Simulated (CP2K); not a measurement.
Runs of CP2K 2026.2 on Ge. Symmetry: Fd-3m, No. 227, cubic system. Conventional cell: a = 5.658 Å, b = 5.658 Å, c = 5.658 Å, α = 90.00°, β = 90.00°, γ = 90.00°. Around Ge (site symmetry -43m) lie 4 Ge at 2.45 Å. 

```csv
task,level,potentials or basis,smearing,EPS_DEFAULT,NGRIDS,basis sets,potentials,CUTOFF of the grids,gap on the mesh (eV),pressure (GPa)
single point,PBEsol,POTENTIAL_UZH Ge GTH-PBE-q4; TZVP-MOLOPT-PBE-GTH basis,fermi-dirac 0.05 eV,1.0E-10,4,Ge TZVP-MOLOPT-PBE-GTH-q4,Ge GTH-PBE-q4 of POTENTIAL_UZH,450 Ry,0.05,(a)
band structure,r2SCAN,POTENTIAL_UZH Ge GTH-SCAN-q4; TZVP-MOLOPT-SCAN-GTH basis,fermi-dirac 0.1 eV,1.0E-10,4,Ge TZVP-MOLOPT-SCAN-GTH-q4,Ge GTH-SCAN-q4 of POTENTIAL_UZH,675 Ry,0.48,-3.0
band structure,PBEsol,POTENTIAL_UZH Ge GTH-PBE-q4; TZVP-MOLOPT-PBE-GTH basis,fermi-dirac 0.01 eV,1.0E-9,5,Ge TZVP-MOLOPT-PBE-GTH-q4,Ge GTH-PBE-q4 of POTENTIAL_UZH,450 Ry,0.05,(b)
band structure,LDA,GTH_POTENTIALS Ge GTH-PADE-q4; TZVP-MOLOPT-PBE-GTH basis,fermi-dirac 0.05 eV,1.0E-10,4,Ge TZVP-MOLOPT-PBE-GTH-q4,Ge GTH-PADE-q4 of GTH_POTENTIALS,450 Ry,none,-2.7
```

Alike in all rows: no spin polarisation; cell as given; k mesh 8 × 8 × 8.

**Question.** Estimate the missing entries.

**Answer.** (a) 3.4; (b) 3.3.

Caveats: the basis of atomic orbitals isn't converged, which shifts pressures, moduli and gaps; the potentials were made for another functional, which shifts forces and pressure (some runs).

A k mesh can miss the band edges, and the runs leave out spin-orbit coupling on Ge.

A gap of «none» marks a metal or a gap under the smearing width.

Runs at the PBE level aren't shown here.
